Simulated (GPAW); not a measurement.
Crystal: Si.

```
CELL_PARAMETERS angstrom
4.12095 0.00000 0.00000
-2.06047 3.56885 0.00000
0.00000 0.00000 2.65479
ATOMIC_POSITIONS crystal
Si 0.33333 0.66667 0.50000
Si 0.66666 0.33334 0.50000
```

The cell was built by a generator and needn't be a form met in nature.

Base run:

| Quantity | Value |
| --- | --- |
| Program | GPAW 26.7.0 |
| Functional | PBE |
| Potentials or basis | GPAW PAW data sets (gpaw-data 1.2.1) |
| Cutoff | 600 eV |
| Basis | pw |
| k mesh | 8 × 8 × 10 |
| Occupations | gaussian, width 0.015 eV |
| Spin | no spin polarisation |

Its results: pressure 0.3 GPa.

The run is repeated on the same cell with these changes: functional from PBE to r2SCAN; occupations from gaussian, width 0.015 eV to fermi-dirac, width 0.05 eV. What comes out?

Pressure -0.7 GPa.

Caveats: the PAW data sets were made with another functional, which shifts forces and pressure a little (some runs).
